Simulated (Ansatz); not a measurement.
# Ionic part of the dielectric constant of BN at 50 GPa, mode by mode

Theory: Ansatz 0.2.0, DFT PBEsol, scalar-relativistic, plane waves, PAW. Settings: 420 eV plane-wave cutoff, Γ-centred 14×14×14 mesh, fixed occupations. No spin polarisation. Phonons by linear response, acoustic sum rule imposed.

It takes space group F-43m (No. 216, cubic). Conventional cell: a = 3.480 Å, b = 3.480 Å, c = 3.480 Å, α = 90.00°, β = 90.00°, γ = 90.00°. B (site symmetry -43m) is surrounded by 4 N at 1.51 Å. N (site symmetry -43m) has 4 B at 1.51 Å as nearest neighbours.

Other phases may be more stable at this pressure.

The primitive cell has V = 10.53 Å³ and ε∞,xx = 4.541. Each polar mode adds Δε = (4.92064×10⁷/V)·S/ν² along x, with S its oscillator strength in e²/amu, ν in cm⁻¹ and V in Å³.

Question: From these modes, find each Δε and ε0,xx.
```csv
ν (cm⁻¹),S_xx (e²/amu)
1191.0,0.5612
```

Answer:
```
ν (cm⁻¹)    Δε
  1191.0  1.85
```

The sum is 1.849, so ε0,xx = 6.39; the run's tensor has 6.39.

Question: Where do the longitudinal modes lie for a wave vector along x?

Answer: At 1413 cm⁻¹. The Lyddane–Sachs–Teller product Π(ν_LO/ν_TO)² = 1.41 matches ε0/ε∞ = 1.41.

Cost: 1 run of about 1.7 core-minutes, on Arm Neoverse V1 (shared hosts).

The static response of cubic BN at this pressure is mainly electronic: the lattice adds only 1.85 to an ε∞ of 4.541. All of the ionic part comes from the one polar mode, in which the B and N sublattices move against each other, and cubic symmetry makes it the same in every direction. The light atoms help put this mode at 1191.0 cm⁻¹, but they don't explain the small ionic term, because the reduced mass cancels between S and ν². What remains is the squared effective charge over the force constant. The B–N bond is polar enough to give the mode a sizeable oscillator strength, yet the short, strongly covalent sp³ bonds resist the displacement that a static field would drive.

The same effective charge, screened by the electrons, produces the macroscopic field that lifts the longitudinal mode to 1413 cm⁻¹. With a single compressed volume, the calculation doesn't show whether pressure changes the ionic part more through the bond stiffness or through the effective charge.
